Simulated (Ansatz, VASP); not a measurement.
# Two plane-wave programs on MoSe2

```
Se Mo
1.0
     3.27840    0.00000    0.00000
    -1.63920    2.83918    0.00000
     0.00000    0.00000   70.87758
Se Mo
8 4
Direct
  0.33333 0.66667 0.34155
  0.33333 0.66667 0.38882
  0.66667 0.33333 0.43148
  0.66667 0.33333 0.47870
  0.33333 0.66667 0.52130
  0.33333 0.66667 0.56852
  0.66667 0.33333 0.61118
  0.66667 0.33333 0.65845
  0.66667 0.33333 0.36519
  0.33333 0.66667 0.45509
  0.66667 0.33333 0.54491
  0.33333 0.66667 0.63481
```

Alike in both runs: task single point; functional PBE; dispersion D3(BJ); k mesh 9 × 9 × 1; occupations gaussian, width 0.02 eV; no spin polarisation.

|  | VASP | Ansatz |
| --- | --- | --- |
| version | VASP 6.6.1 | Ansatz 0.2.0 |
| potentials or method | VASP PAW PBE potentials, release 64 (Se, Mo_sv) | scalar-relativistic, plane waves, PAW |
| plane-wave cutoff (eV) | 520 | 420 |
| valence electrons in the cell | 104 | 184 |

|  | VASP | Ansatz | Ansatz less VASP |
| --- | --- | --- | --- |
| gap on the k mesh at the Fermi level (eV) | 0.96 | 0.96 | +0.004 |
| least direct gap on the mesh (eV) | 1.48 | 1.48 | -0.001 |
| rms of the force components (eV/Å) | 0.017 | 0.000 | -0.0171 |

The functional is the same, so the differences come from potentials, cutoffs and numerics. The two sets of potentials don't hold the same shells in valence. Ansatz warned: «xc_potential_rough_in_thin_density».
